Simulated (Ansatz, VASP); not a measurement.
SbPt: VASP beside Ansatz

The input INCAR:

```
SYSTEM = SbPt
ALGO = Normal
EDIFF = 1E-6
ENCUT = 520
GGA = PS
ISIF = 2
ISMEAR = 0
LASPH = .True.
LCHARG = .True.
LELF = .True.
LREAL = .False.
LVHAR = .True.
LWAVE = .False.
NBANDS = 14
NELM = 60
PREC = Accurate
SIGMA = 0.05
```

KPOINTS

```
k-points
0
Gamma
  10 10 10
  0 0 0
```

Contents of POSCAR:

```
SbPt
1.0
    0.0000000000      2.7722609120      2.7722609120
    2.7722609120      0.0000000000      2.7722609120
    2.7722609120      2.7722609120      0.0000000000
Pt Sb
1 1
Direct
    0.5000000000      0.5000000000      0.5000000000
    0.0000000000      0.0000000000      0.0000000000
```

Input for Ansatz:

```yaml
crystal:
  lattice:
    - [0.0, 2.772260912, 2.772260912]
    - [2.772260912, 0.0, 2.772260912]
    - [2.772260912, 2.772260912, 0.0]
  atoms:
    - { symbol: Pt, position: [0.5, 0.5, 0.5] }
    - { symbol: Sb, position: [0.0, 0.0, 0.0] }
basis:
  ecutwfc: 420
  ecutrho_ratio: 4
kpoints:
  mp_grid: { grid: [10, 10, 10] }
hamiltonian:
  xc: pbesol
scf:
  occupations: { method: gaussian, width: 0.05 }
output:
  forces: true
  stress: true
  eigenvalues: true
```

Alike in both runs: task single point; functional PBEsol; k mesh 10 × 10 × 10; occupations gaussian, width 0.05 eV; no spin polarisation.

|  | VASP | Ansatz |
| --- | --- | --- |
| version | VASP 6.6.1 | Ansatz 0.2.0 |
| potentials or method | VASP PAW PBE potentials, release 64 (Pt, Sb) | scalar-relativistic, plane waves, PAW |
| plane-wave cutoff (eV) | 520 | 420 |
| valence electrons in the cell | 15 | 33 |

```csv
,VASP,Ansatz,Ansatz less VASP
pressure (GPa),-5.1,-4.9,+0.20
```

The two sets of potentials don't hold the same shells in valence.

Caveats: the PAW data sets were made with another functional, which shifts forces and pressure a little (VASP). Spin-orbit coupling is left out, which matters for the levels of Pt, Sb.
